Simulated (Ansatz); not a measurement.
Crystal: Al.

```xyz
1
Lattice="-1.5912 1.5912 1.5912 1.5912 -1.5912 1.5912 1.5912 1.5912 -1.5912" Properties=species:S:1:pos:R:3 pbc="T T T"
Al    0.0000    0.0000    0.0000
```

This isn't the form of Al at room conditions, which is fcc.

Base run:

| Item | Value |
| --- | --- |
| Program | Ansatz 0.2.0 |
| Functional | RPBE |
| Potentials or basis | all-electron LAPW, scalar-relativistic |
| Cutoff | 147 eV (chosen from the basis error) |
| Basis error allowed | 0.001 eV/atom |
| k mesh | 12 × 12 × 12 |
| Occupations | gaussian, width 0.02 eV |
| Spin | no spin polarisation |

Its results: band gap on the k mesh none (metal or under the smearing width); pressure 5.4 GPa.

Task: The run is repeated on the same cell with these changes: functional from RPBE to LDA; occupations from gaussian, width 0.02 eV to gaussian, width 0.05 eV. What comes out?

Result: Band gap on the k mesh none (metal or under the smearing width); pressure 0.5 GPa.
